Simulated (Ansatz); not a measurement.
## HgTe (Coloradoite): single point with PBE

Crystal: HgTe (Coloradoite).

```
Hg Te
1.0
     0.00000    3.21450    3.21450
     3.21450    0.00000    3.21450
     3.21450    3.21450    0.00000
Hg Te
1 1
Direct
  0.00000 0.00000 0.00000
  0.75000 0.75000 0.75000
```

| Property | Result |
| --- | --- |
| Program | Ansatz 0.2.0 |
| Task | single point |
| Functional | PBE |
| Potentials or basis | all-electron LAPW, scalar-relativistic |
| Cutoff | 242 eV (chosen from the basis error) |
| Basis error allowed | 0.002 eV/atom |
| k mesh | 5 × 5 × 5 |
| Occupations | fermi-dirac, width 0.04 eV |
| Spin | no spin polarisation |

```yaml
Pressure: 4.7 GPa
Band_gap_on_the_k_mesh: none (metal or under the smearing width)
```

Levels at points of the mesh, in eV from the Fermi level:
```csv
k point,band 31,band 32,band 33,band 34,band 35,band 36,band 37,band 38
"(0.00, 0.00, 0.00)",-6.94,-0.71,-0.03,-0.03,-0.03,4.18,4.18,4.18
```

Wall time 8 s on 1 thread of Arm Neoverse V2, with other jobs on the host, peak memory 0.26 GiB.

Caveat: the k mesh is thin for a metal, which can move the energy by tens of meV per atom. Spin-orbit coupling is left out, which matters for the levels of Hg, Te.
